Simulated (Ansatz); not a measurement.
**SnO: ideal shear of a crystal plane**

These are results of DFT PBEsol, scalar-relativistic, plane waves, PAW (Ansatz 0.2.0), not measurements. Settings: plane waves to 420 eV, k-mesh 8×5×3 (Γ-centred), Gaussian smearing 0.05 eV. No spin polarisation. Energies are free energies at this smearing, counted from the undisturbed cell; pressure is positive in compression.

Zero of the scan (relaxed at this level; this form isn't the usual structure):

```
CELL_PARAMETERS angstrom
-3.31561 0.00000 0.00000
0.00000 -5.70500 0.00000
0.00000 0.00000 11.68249
ATOMIC_POSITIONS crystal
Sn 0.00000 0.76621 0.88369
Sn 0.00000 0.76621 0.21702
Sn 0.00000 0.76621 0.55036
Sn 0.50000 0.23379 0.71702
Sn 0.50000 0.23379 0.05036
Sn 0.50000 0.23379 0.38369
O 0.00000 0.11464 0.94958
O 0.00000 0.11464 0.28291
O 0.00000 0.11464 0.61624
O 0.50000 0.88536 0.78291
O 0.50000 0.88536 0.11624
O 0.50000 0.88536 0.44958
```

The cell holds layers and no dispersion correction was added, so their binding is poorly described.

The cut lies on the cell's a–b face, a (0 0 1) plane (indices in the standard cell, whose axes needn't be the Cartesian ones shown) of area 18.92 Å², between layers 1.18 Å apart. Vector c is tilted by f times 1·a − 1·b (length 6.599 Å) with the atoms' Cartesian places fixed: one unrelaxed fault a cell. The traction is dγ/du, the slope of γ against the slip u in Å.

```csv
f,γ (mJ/m²),traction (GPa)
0.0000,0,0.0
0.0833,866,33.6
0.1667,3382,47.9
0.2500,5006,10.4
0.3333,5650,24.2
0.4167,7701,39.8
0.5000,8715,-9.2
0.5833,7021,-43.3
0.6667,4820,-33.4
0.8333,1850,-26.8
```

**Question.** Read off the first barrier and the stress needed to climb it, and compare with Frenkel's sinusoid.

**Answer.** The traction changes sign between f = 0.417 and 0.500, so by linear interpolation the first maximum lies at f = 0.484, a slip of 3.20 Å, with γ ≈ 8746 mJ/m², which stands in for the unstable fault energy γ_us, and the steepest sampled slope before it is 47.9 GPa. A sinusoid γ = γ_us sin²(πu/λ) with its maximum there has λ = 6.39 Å and a largest slope πγ_us/λ = 43.0 GPa (1 mJ/m² per Å = 0.01 GPa). The stand-in is too high: the stress and forces give a traction of 5.4 GPa across the line at this point, so it is no saddle, and slip that bends off the line crosses lower.

**Question.** Is there a metastable fault on this line?

**Answer.** Apart from points where γ returns to about zero, no local minimum shows among the samples, so at this sampling the line offers no fault for a dislocation to split on; a fault can still lie off the line.

The cut is rigid; relaxing the faces lowers these energies and usually the stresses.

The gap closes along the scan, which can put kinks into the curve.

Cost: 10 runs of about 25 core-minutes in all, on Intel Xeon Processor @ 2.50GHz (Skylake/Cascade Lake) (shared hosts).